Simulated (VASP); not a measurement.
BAs:

```xyz
2
Lattice="0.0000 2.3885 2.3885 2.3885 0.0000 2.3885 2.3885 2.3885 0.0000" Properties=species:S:1:pos:R:3 pbc="T T T"
As    3.5827    3.5827    3.5827
B     0.0000    0.0000    0.0000
```

```yaml
Program: VASP 6.6.1
Task: relaxation of cell and atoms
Functional: optB88-vdW
Potentials_or_basis: VASP PAW PBE potentials, release 64 (As, B)
Cutoff: 600 eV
k_mesh: 10 × 10 × 10
Occupations: fermi-dirac, width 0.05 eV
Spin: no spin polarisation
```

At the start: pressure 4.1 GPa; volume 13.63 Å³/atom.

Where does the relaxation end?

Over 3 steps the energy falls by 5.2 meV/atom and the volume is 14.04 Å³/atom (+3.0 %); space group F-43m (No. 216, to 0.05 Å).

Step by step:
| step | energy change (eV) | largest force (eV/Å) | pressure (GPa) | volume (Å³) |
| --- | --- | --- | --- | --- |
| 1 | 0.0000 | 0.0000 | 4.15 | 27.25 |
| 2 | -0.0056 | 0.0000 | -2.57 | 28.67 |
| 3 | -0.0104 | 0.0000 | 0.01 | 28.08 |

Final structure:
```yaml
crystal:
  lattice:
    - [0.00000, 2.41248, 2.41248]
    - [2.41248, 0.00000, 2.41248]
    - [2.41248, 2.41248, 0.00000]
  atoms:
    - { symbol: As, position: [0.75000, 0.75000, 0.75000] }
    - { symbol: B, position: [0.00000, 0.00000, 0.00000] }
```

Caveat: the PAW data sets were made with another functional, which shifts forces and pressure a little.
